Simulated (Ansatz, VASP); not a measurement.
## CdSe in two plane-wave programs

One calculation is typed for both programs; each brings its own data sets and cutoff. How far apart do they land? The cell is taken from a series of VASP runs on this material, whose earlier steps may have relaxed, scaled or displaced it; both programs get it as it stands.

Main program and level: Ansatz 0.2.0; plane waves, with VASP 6.6.1 beside it; relaxation of cell and atoms at LDA.

**1. Set-up**

The structure is cubic, space group F-43m (No. 216). The conventional cell has a = 6.050 Å, b = 6.050 Å, c = 6.050 Å, α = 90.00°, β = 90.00°, γ = 90.00°. Nearest to Cd lie 4 Se at 2.62 Å. Nearest to Se lie 4 Cd at 2.62 Å. Farther neighbours and most contacts between anions are not listed.

As a file:

```xyz
2
Lattice="0.0000 3.0250 3.0250 3.0250 0.0000 3.0250 3.0250 3.0250 0.0000" Properties=species:S:1:pos:R:3 pbc="T T T"
Cd    0.0000    0.0000    0.0000
Se    1.5125    1.5125    1.5125
```

**2. VASP: relaxation of cell and atoms, LDA**

The relaxed volume is the usual yardstick between codes: its relative difference is about their pressure difference at one cell divided by the bulk modulus.

Lines of VASP's logs that name or quote its potential files are left out, and so is its time.

File INCAR:

```
SYSTEM = CdSe
PREC = Accurate
ENCUT = 450
EDIFF = 1E-06
NELM = 100
ISMEAR = 0
SIGMA = 0.03
LREAL = .FALSE.
ALGO = Normal
GGA = CA
NBANDS = 15
LORBIT = 11
LWAVE = .FALSE.
LCHARG = .FALSE.
KPAR = 4
IBRION = 2
NSW = 50
ISIF = 3
EDIFFG = -0.006
```

File POSCAR:

```
CdSe
1.0
    0.0000000000      3.0250000000      3.0250000000
    3.0250000000      0.0000000000      3.0250000000
    3.0250000000      3.0250000000      0.0000000000
Cd Se
1 1
Direct
    0.0000000000      0.0000000000      0.0000000000
    0.2500000000      0.2500000000      0.2500000000
```

File KPOINTS:

```
Automatic mesh
0
Gamma
6 6 6
0 0 0
```

Potentials, in the order of the species: Cd and Se (LDA family, release 64).

The run is started by

```console
mpirun -np 4 vasp_std
```

Numbers of over 12 decimals in the logs are rounded to 6 here.

What it wrote:

```text
[banner, memory and clock lines left out]
running    4 mpi-ranks, on    1 nodes
 distrk:  each k-point on    1 cores,    4 groups
 distr:  one band on    1 cores,    1 groups

 POSCAR found type information on POSCAR CdSe
 POSCAR found :  2 types and       2 ions
 LDA part: xc-table for (Slater(with rela. corr.)+CA(PZ))
 , standard interpolation
 POSCAR, INCAR and KPOINTS ok, starting setup
 FFT: planning ... GRIDC
 FFT: planning ... GRID_SOFT
 FFT: planning ... GRID
 WAVECAR not read
 entering main loop
       N       E                     dE             d eps       ncg     rms          rms(c)
DAV:   1     0.986046538091E+02    0.98605E+02   -0.82069E+03   496   0.964E+02
DAV:   2    -0.310823059806E+01   -0.10171E+03   -0.96708E+02   529   0.249E+02
DAV:   3    -0.711053365083E+01   -0.40023E+01   -0.39920E+01   585   0.511E+01
DAV:   4    -0.712888168074E+01   -0.18348E-01   -0.18347E-01   571   0.343E+00
DAV:   5    -0.712899439341E+01   -0.11271E-03   -0.11271E-03   599   0.237E-01    0.644E+00
DAV:   6    -0.678559996897E+01    0.34339E+00   -0.54041E-01   683   0.978E+00    0.502E+00
DAV:   7    -0.675823951078E+01    0.27360E-01   -0.12620E-01   543   0.259E+00    0.214E+00
DAV:   8    -0.675514675722E+01    0.30928E-02   -0.13251E-02   578   0.153E+00    0.212E-01
DAV:   9    -0.675484704094E+01    0.29972E-03   -0.15209E-03   564   0.569E-01    0.434E-02
DAV:  10    -0.675482812544E+01    0.18916E-04   -0.14394E-04   571   0.176E-01    0.340E-02
DAV:  11    -0.675483299979E+01   -0.48744E-05   -0.18560E-05   564   0.381E-02    0.125E-02
DAV:  12    -0.675483251316E+01    0.48663E-06   -0.18684E-06   409   0.206E-02
   1 F= -.67548325E+01 E0= -.67548325E+01  d E =-.675483E+01
 curvature:   0.00 expect dE= 0.000E+00 dE for cont linesearch  0.000E+00
 trial: gam= 0.00000 g(F)=  0.624E-47 g(S)=  0.591E-02 ort = 0.000E+00 (trialstep = 0.100E+01)
 search vector abs. value=  0.591E-02
 bond charge predicted
       N       E                     dE             d eps       ncg     rms          rms(c)
DAV:   1    -0.683196303713E+01   -0.77130E-01   -0.14086E+00   522   0.146E+01    0.194E+00
DAV:   2    -0.676357753612E+01    0.68386E-01   -0.16397E-01   529   0.622E+00    0.659E-01
DAV:   3    -0.675732631581E+01    0.62512E-02   -0.14912E-02   571   0.125E+00    0.552E-01
DAV:   4    -0.675654072850E+01    0.78559E-03   -0.11887E-03   487   0.308E-01    0.835E-02
DAV:   5    -0.675649726016E+01    0.43468E-04   -0.14359E-04   599   0.186E-01    0.425E-02
DAV:   6    -0.675649749260E+01   -0.23245E-06   -0.29441E-05   508   0.654E-02    0.129E-02
DAV:   7    -0.675649755426E+01   -0.61661E-07   -0.65793E-07   317   0.486E-03
   2 F= -.67564976E+01 E0= -.67564976E+01  d E =-.166504E-02
 trial-energy change:   -0.001665  1 .order   -0.001653   -0.005907    0.002600
 step:   0.6961(harm=  0.6944)  dis= 0.00000  next Energy=    -6.756892 (dE=-0.206E-02)
 bond charge predicted
       N       E                     dE             d eps       ncg     rms          rms(c)
DAV:   1    -0.676379779449E+01   -0.73003E-02   -0.13091E-01   522   0.451E+00    0.623E-01
DAV:   2    -0.675759990624E+01    0.61979E-02   -0.14489E-02   515   0.182E+00    0.219E-01
DAV:   3    -0.675699296608E+01    0.60694E-03   -0.13770E-03   585   0.398E-01    0.186E-01
DAV:   4    -0.675691116119E+01    0.81805E-04   -0.11009E-04   480   0.890E-02    0.290E-02
DAV:   5    -0.675690661261E+01    0.45486E-05   -0.16665E-05   599   0.630E-02    0.827E-03
DAV:   6    -0.675690649113E+01    0.12148E-06   -0.31273E-06   424   0.235E-02
   3 F= -.67569065E+01 E0= -.67569065E+01  d E =-.207398E-02
 curvature:  -0.35 expect dE=-0.385E-06 dE for cont linesearch -0.385E-06
 trial: gam= 0.00000 g(F)=  0.163E-45 g(S)=  0.111E-05 ort =-0.809E-04 (trialstep = 0.939E+00)
 search vector abs. value=  0.111E-05
 reached required accuracy - stopping structural energy minimisation
```

Parts of OUTCAR (step 2):

```text
ion  position               nearest neighbor table
   1  0.000  0.000  0.000-   2 2.62   2 2.62   2 2.62   2 2.62
   2  0.250  0.250  0.250-   1 2.62   1 2.62   1 2.62   1 2.62

  LATTYP: Found a face centered cubic cell.
 ALAT       =     6.0500000000

 Subroutine GETGRP returns: Found 24 space group operations
 (whereof 24 operations were pure point group operations)

The static configuration has the point symmetry T_d .

 Found     16 irreducible k-points:

   k-points           NKPTS =     16   k-points in BZ     NKDIM =     16   number of bands    NBANDS=     15

   dimension x,y,z NGX =    30 NGY =   30 NGZ =   30
   dimension x,y,z NGXF=    60 NGYF=   60 NGZF=   60

   ENCUT  =  450.0 eV  33.07 Ry    5.75 a.u.   7.40  7.40  7.40*2*pi/ulx,y,z

   NELECT =      18.0000    total number of electrons

 k-points in reciprocal lattice and weights: Automatic mesh
   0.00000000  0.00000000  0.00000000       0.005
   0.16666667  0.00000000  0.00000000       0.037
   0.33333333  0.00000000  0.00000000       0.037
   0.50000000  0.00000000  0.00000000       0.019
   0.16666667  0.16666667  0.00000000       0.028
   0.33333333  0.16666667  0.00000000       0.111
   0.50000000  0.16666667  0.00000000       0.111
  -0.33333333  0.16666667  0.00000000       0.111
  -0.16666667  0.16666667  0.00000000       0.056
[...]
-0.33333333  0.33333333  0.16666667       0.111
  -0.33333333  0.50000000  0.16666667       0.056

 average (electrostatic) potential at core
       1 -40.5463       2 -62.5251

 E-fermi :   1.2544

 k-point     1 :       0.0000    0.0000    0.0000
  band No.  band energies     occupation
    ...
      5      -6.5849      2.00000
      6      -6.5849      2.00000
      7       1.0697      2.00000
      8       1.0697      2.00000
      9       1.0697      2.00000
     10       1.4918      0.00000
     11       6.8617      0.00000
     12       6.8617      0.00000
     13       6.8617      0.00000
     14      10.6872      0.00000
    ...

 k-point     2 :       0.1667    0.0000    0.0000
  band No.  band energies     occupation
    ...
      5      -6.5860      2.00000
      6      -6.5860      2.00000
      7      -0.7541      2.00000
      8       0.8415      2.00000
      9       0.8415      2.00000
     10       2.8657      0.00000
     11       6.6297      0.00000
     12       7.2019      0.00000
     13       7.2019      0.00000
     14      11.1518      0.00000
    ...

 k-point     3 :       0.3333    0.0000    0.0000
  band No.  band energies     occupation
    ...
      5      -6.5742      2.00000
      6      -6.5742      2.00000
      7      -2.6572      2.00000
      8       0.4415      2.00000
      9       0.4415      2.00000
     10       3.3246      0.00000
     11       7.4553      0.00000
     12       7.4553      0.00000
     13       7.5279      0.00000
     14      10.7140      0.00000
    ...

  Total        0.0039136      0.0039136      0.0039136      0.0000000      0.0000000     -0.0000000
  in kB        0.1149060      0.1149060      0.1149060      0.0000000      0.0000000     -0.0000000
  external PRESSURE =       0.1149060 kB  Pullay stress =       0.0000000 kB

  energy-cutoff  :      450.00
  volume of cell :       54.57
      direct lattice vectors                 reciprocal lattice vectors
     0.000000000  3.010488370  3.010488370    -0.166086010  0.166086010  0.166086010
     3.010488370 -0.000000000  3.010488370     0.166086010 -0.166086010  0.166086010
     3.010488370  3.010488370  0.000000000     0.166086010  0.166086010 -0.166086010

 POSITION                                       TOTAL-FORCE (eV/Angst)
 -----------------------------------------------------------------------------------
      0.00000      0.00000      0.00000        -0.000000     -0.000000     -0.000000
      1.50524      1.50524      1.50524         0.000000      0.000000      0.000000
 -----------------------------------------------------------------------------------
    total drift:                               -0.000000     -0.000000     -0.000001

  FREE ENERGIE OF THE ION-ELECTRON SYSTEM (eV)
  ---------------------------------------------------
  free  energy   TOTEN  =        -6.7569064911 eV

  energy  without entropy=       -6.7569064911  energy(sigma->0) =       -6.75690649

 reached required accuracy - stopping structural energy minimisation

 total charge
# of ion       s       p       d       tot
------------------------------------------
    1        0.463   0.337   9.544  10.345
    2        1.448   2.393   0.025   3.866
--------------------------------------------------
tot          1.911   2.730   9.569  14.211

[... 3 further parts left out ...]
```

**3. Ansatz: relaxation of cell and atoms, LDA**

Ansatz runs on its default PAW (the set named soft_2) files.

The same cell, functional (in two slightly different forms), mesh and smearing now go to Ansatz, which takes its cutoff from its data sets.

File input.yaml:

```yaml
crystal:
  lattice:
    - [0.0, 3.025, 3.025]
    - [3.025, 0.0, 3.025]
    - [3.025, 3.025, 0.0]
  atoms:
    - { symbol: Cd, position: [0.0, 0.0, 0.0] }
    - { symbol: Se, position: [0.25, 0.25, 0.25] }
hamiltonian:
  xc: lda
  pseudopotentials: { kind: paw }
kpoints:
  mp_grid: { grid: [6, 6, 6] }
scf:
  occupations: { method: gaussian, width: 0.03 }
relax:
  f_tol: 0.01
  max_steps: 60
  cell: { stress_tol: 0.05 }
output:
  forces: true
  stress: true
```

The run is started by

```console
ansatz run input.yaml --threads 4 --pin off --max-ram 9216MiB --backend cpu --events-out ev --progress --plain --runs-dir out
```

What it wrote:

```text
Engine: ansatz 0.2.0, aarch64-unknown-linux-gnu
Pseudopotentials: kind: paw
Pseudopotential: Cd, paw, valence charge 20, recommended cutoff 420 eV (normal), Cd.paw.azcp
Pseudopotential: Se, paw, valence charge 16, recommended cutoff 420 eV (normal), Se.paw.azcp
Functional definition: SPW92
  exchange = slater_x
  correlation = pw_c
Crystal: 2 atoms, lattice volume = 55.361 Å³
Basis set: ecut = 420 eV, 1067 PW (Γ)
Bands: 22, of which v1, the nominal top of the filled ones, is band 18 counted from 1 (17 counted from 0)
Symmetry: 24 space group operations
Space group: F-43m (ITA 216), of the structure as read, at distance tolerance 3.8e-5 Å
k-points: 16 of 216 (time reversal used)
Non-local potential: Cd, projectors of the file, l = 0: 3, l = 1: 2, l = 2: 2, l = 3: 1
Non-local potential: Se, projectors of the file, l = 0: 2, l = 1: 2, l = 2: 3, l = 3: 1
PAW form: soft (Blöchl's): semilocal exchange-correlation on the pseudo side does not see the compensation charge
PAW frozen core: Cd, regenerated for the run's functional, and the local potential with it (the file was generated under x = pbe(κ = 0.804, μ = 0.219515), c = pbe(β = 0.066725))
PAW frozen core: Se, regenerated for the run's functional, and the local potential with it (the file was generated under x = pbe(κ = 0.804, μ = 0.219515), c = pbe(β = 0.066725))
PAW one-centre angular grid: Cd, 590 points (default); XC on 64 Gauss nodes
PAW one-centre angular grid: Se, 590 points (default); XC on 64 Gauss nodes
Initial density: superposition of atomic densities (neutral atoms: chi_scale 0, normalization atom), corrected by the library's trained network
Initial wavefunctions: pseudopotential atomic-orbital guess
Functional: x = slater, c = lda
SCF iter   1: F=—  HF=-13502.234020 eV  |F-HF|=—  |Δ(HF+E_count)|=         —  Δρ=7.11e-3  dr2=2.14e-2  ethr=1.77e-3  ⟨swp⟩=6.0  Hψ=1503  notcnv=0
preconditioner: auto → none  [insulator: Δε(μ)=0.305 eV  Ē_g=12.012 eV  σ=0.030 eV  W_gap=1.00  n_scr=14 (ndim 8)  ℏωp=21.2 eV  f_vac=0.197  D(μ)=0.00/eV (n_scr^D=0)  ε∞_Penn≈4.1]
SCF iter   2: F=—  HF=-13502.227762 eV  |F-HF|=—  |Δ(HF+E_count)|=   6.26e-3  Δρ=2.46e-3  dr2=1.51e-3  ethr=5.94e-5  ⟨swp⟩=2.0  Hψ=672  notcnv=0
SCF iter   3: F=—  HF=-13502.227468 eV  |F-HF|=—  |Δ(HF+E_count)|=   2.94e-4  Δρ=1.16e-3  dr2=3.18e-4  ethr=4.21e-6  ⟨swp⟩=2.6  Hψ=596  notcnv=0
SCF iter   4: F=—  HF=-13502.227429 eV  |F-HF|=—  |Δ(HF+E_count)|=   3.87e-5  Δρ=2.56e-4  dr2=4.33e-5  ethr=8.82e-7  ⟨swp⟩=2.0  Hψ=481  notcnv=0
SCF iter   5: F=—  HF=-13502.227408 eV  |F-HF|=—  |Δ(HF+E_count)|=   2.15e-5  Δρ=2.38e-5  dr2=2.49e-7  ethr=1.20e-7  ⟨swp⟩=2.6  Hψ=562  notcnv=0
SCF iter   6: F=-13502.227408 eV  HF=-13502.227408 eV  |F-HF|=2.20e-9  |Δ(HF+E_count)|=   2.46e-8  Δρ=5.67e-6  dr2=1.28e-8  ethr=2.78e-10  ⟨swp⟩=4.0  Hψ=1120  notcnv=0
SCF 1 converged in 6 iterations: F = -13502.227408 eV  dr2 = 1.28e-8
  greatest PAW one-centre occupation: 1.000 electrons in one spin orbital (limit 2), on the Cd atom at site 0 (counted from 0), in its partial waves of l = 0
relax step   1: F+E_penalty+E_count = -13502.22740768 eV  Δ(F+E_penalty+E_count) = +0.000e0 eV  max|allowed force component| = 1.064e-16 eV/Å  Δτ_max = 0.0000 Å  P = -1.150 GPa  Ω = 55.361 Å³  (6 SCF iters, dr2 threshold 1.00e-7 eV, accepted)
[...]
relax step   2: F+E_penalty+E_count = -13502.23147888 eV  Δ(F+E_penalty+E_count) = -4.071e-3 eV  max|allowed force component| = 3.816e-17 eV/Å  Δτ_max = 0.0000 Å  P = +0.343 GPa  Ω = 53.903 Å³  energy of the carried Pulay correction = +2.224e-4 eV  (4 SCF iters, dr2 threshold 2.00e-7 eV, accepted)
[...]
relax step   3: F+E_penalty+E_count = -13502.23176392 eV  Δ(F+E_penalty+E_count) = -2.850e-4 eV  max|allowed force component| = 3.585e-17 eV/Å  Δτ_max = 0.0000 Å  P = -0.013 GPa  Ω = 54.231 Å³  energy of the carried Pulay correction = +1.718e-4 eV  (4 SCF iters, dr2 threshold 2.00e-7 eV, accepted)
[...]
relax step   4: F+E_penalty+E_count = -13502.23160135 eV  Δ(F+E_penalty+E_count) = +1.626e-4 eV  max|allowed force component| = 1.388e-17 eV/Å  Δτ_max = 0.0000 Å  P = -0.012 GPa  Ω = 54.231 Å³  stress off target by 1.25e-2 GPa  SCF on the basis re-selected at this cell (its energy is not comparable with the rows above)  (5 SCF iters)
basis re-selected at this cell: Δ(F+E_penalty+E_count) = +1.626e-4 eV, ΔP = +0.001 GPa vs the last step (what re-selecting the basis moved, of the pressure what is left beyond the Pulay correction that the steps carried, after the strain that the cell walked since its last selection, with what the two solves' SCF thresholds leave and, on support functions, any second-order correction that the steps lacked; it is no m [...]
SCF converged after 5 iterations
Free energy (F): -13502.231601 eV
Harris-Foulkes:  -13502.231601 eV  (|F-HF|=0.00e0)
Internal energy: -13502.231601 eV  (E = F + TS)
E sigma→0 (E₀):  -13502.231601 eV
Fermi energy:    7.902862 eV
--- Per-component energies (eV) ---
  E_band       = -887.102170
  E_kinetic    = 625.190825
  E_local      = -6302.692978  (includes V_loc(G=0)·N_el)
  E_nonlocal   = -548.422792
  E_hartree    = 2993.379098
  E_xc         = -279.380541
  E_vxc        = -320.251825  (∫ρ·V_xc dr)
  E_paw        = -5774.310039  (= ΣΔE_a)
  E_vpaw       = -327.683016  (= ΣTr[D̂ρ^β])
  E_aug_tail   = -0.000524  (compensation charges beyond the density's cutoff)
  E_ewald      = -4218.978582
  E_core_change = 2.983931  (= ΣΔE_core)
  E_smearing   = -0.000000  (= −TS)
  E_closure    = -0.000000  (closes the sum)
  Σ components = -13502.231601   (vs F -13502.231601, Δ=0.00e0)
--- Forces (eV/Å), atoms counted from 1 ---
  atom   1  Cd     0.00000000    -0.00000000    -0.00000000
  atom   2  Se    -0.00000000     0.00000000     0.00000000
  max |Σ_I F_I| component: 2.08e-17 eV/Å
--- Stress (GPa, compression-positive) ---
       -0.012478      -0.000000      -0.000000
       -0.000000      -0.012478       0.000000
       -0.000000      -0.000000      -0.012478
  P = ⅓ Tr σ = -0.0125 GPa (-0.125 kbar)
--- Relaxed structure (3 steps of the walk, 3 accepted, 1 SCFs on fresh bases) ---
  F+E_penalty+E_count = -13502.23160135 eV   max|allowed force component| = 1.388e-17 eV/Å   (the final SCF, on the basis selected at the relaxed cell)
  cell:  # Å, volume = 54.2310 Å³
    - [0, 3.004272, 3.004272]
    - [3.004272, 0, 3.004272]
    - [3.004272, 3.004272, 0]
  atoms:
    - { symbol: Cd, position: [0, 0, 0] }
    - { symbol: Se, position: [0.25, 0.25, 0.25] }
```

Run time: 1.5 s. Hardware: 4 threads of Arm Neoverse V2, shared host; peak memory 0.34 GiB; 4.8 s of CPU time.

**4. Differences**

Known differences besides the potentials themselves: the two LDA forms differ slightly; both relaxations stop at a tolerance, which leaves soft axes loose, and VASP keeps its plane-wave basis; the data sets hold 36 valence electrons in Ansatz (default PAW (the set named soft_2) files) and 18 in VASP; the cutoff is 420 eV in Ansatz and 450 eV in VASP; VASP's log shows a relativistic correction to its local exchange, Ansatz's none; Ansatz adds a Pulay correction to the stress that steers its cell, VASP none. Total energies have different zeros and are not compared.

Compared:

```csv
quantity,Ansatz,VASP,difference
volume (Å³),54.23,54.57,-0.62 %
"edge a after relaxation, in the typed setting (Å)",4.249,4.258,-0.21 %
```

The walks stopped with -0.01 GPa left in Ansatz and 0.01 GPa in VASP; each walk ends within a tolerance, so the volume difference is uncertain by about these residues over the bulk modulus, most in soft cells.

**5. What came out**

```json
{
 "difference in volume (relaxation of cell and atoms, LDA)": "-0.62 %"
}
```

In words: The difference in volume is -0.62 % (relaxation of cell and atoms, LDA), within the 1.2 % picked in this series as the mark of a large difference, as far as the stopping tolerances let one tell. How closely two codes agree says nothing of how well the functional describes the real material.

[Lines on the potential files, build, host, timing and source positions are cut from VASP's logs without a mark.]

[Logs are printed without paths, hosts, clocks, repeated set-up lines and the standing remarks that a program may print on its own settings, such as how far it seeks lower states.]

[Hosts, paths, dates, database ids (printed as entryN), source tags and the programs' standing remarks are cut or masked in the printed files.]
